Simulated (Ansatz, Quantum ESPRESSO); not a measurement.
**Equation of state of wurtzite SiC**

How stiff is wurtzite SiC under hydrostatic load? Each row relaxes cell and atoms at a set pressure. The phase is followed to these pressures whether or not it stays the stable one.

Calculated with Quantum ESPRESSO 7.5, PBEsol, PseudoDojo 0.4.1 norm-conserving potentials, cutoff 1170 eV, Fermi–Dirac smearing 0.02 eV, k-mesh 10×10×6, no spin polarisation, no spin-orbit coupling.

Reference cell, relaxed at zero pressure with PBEsol (P6_3mc): a = 3.0763 Å, b = 3.0763 Å, c = 5.0486 Å, α = 90.00°, β = 90.00°, γ = 120.00°.

```
atom       x       y       z
  Si  0.3333  0.6667  0.0009
  Si  0.6667  0.3333  0.5009
   C  0.6667  0.3333  0.1251
   C  0.3333  0.6667  0.6251
```

| V (Å³/atom) | V/V0 | P (GPa) | E − E0 (meV/atom) |
| --- | --- | --- | --- |
| 10.5393 | 1.0189 | −4.000 | 2.4 |
| 10.1227 | 0.9786 | 4.992 | 3.4 |
| 9.9225 | 0.9593 | 9.984 | 12.8 |
| 9.7393 | 0.9415 | 14.983 | 27.0 |
| 9.2693 | 0.8961 | 29.978 | 92.2 |

V0 = 10.3440 Å³ an atom, where the residual pressure P0 is −0.001 GPa. **Question.** Fit the Birch–Murnaghan law and give the pressure and the energy at V = 9.5707 Å³ an atom, a row left out above.

With the Eulerian strain f = ½[(V0/V)^(2/3) − 1] and F = (P − P0)/[3f(1 + 2f)^(5/2)], the third-order law is the line F = B0 + (3/2) B0 (B′ − 4) f.

```
       f  F (GPa)
 0.03794   219.40
 0.02049   220.50
 0.01406   220.85
 0.00726   221.10
−0.00620   221.95
```

A straight line through the 5 rows: the means are 0.01471 for f and 220.76 for F, Σ(Δx)² = 0.001066 and ΣΔxΔy = −0.06057, so the slope is −0.06057/0.001066 = −56.81 and the intercept 220.76 − (−56.81)(0.01471) = 221.6.

Hence B0 = 221.6 GPa and B′ = 4 + (−56.8)/(1.5 × 221.6) = 3.83. For the withheld volume f = 0.02658, F = 220.09 GPa and P = 19.98 GPa. The run itself gives 19.98 GPa, so the estimate misses by 0.00 GPa, a rounding's worth.

Integrating the same law gives E − E0 = (9/2) B0 V0 f²[1 + (B′ − 4) f] + P0(V0 − V), with 1 GPa Å³ = 6.2415 meV: 45.3 meV an atom. The run itself gives 45.4 meV, so the estimate misses by 0.1 meV, a rounding's worth.

The same fit over all rows at other levels or in other programs gives B0 = 223 GPa with PBEsol (Ansatz) and 222 GPa with PBEsol (Quantum ESPRESSO, GBRV).

[Logs are printed without paths, hosts, clocks, repeated set-up lines and the standing remarks that a program may print on its own settings, such as how far it seeks lower states.]
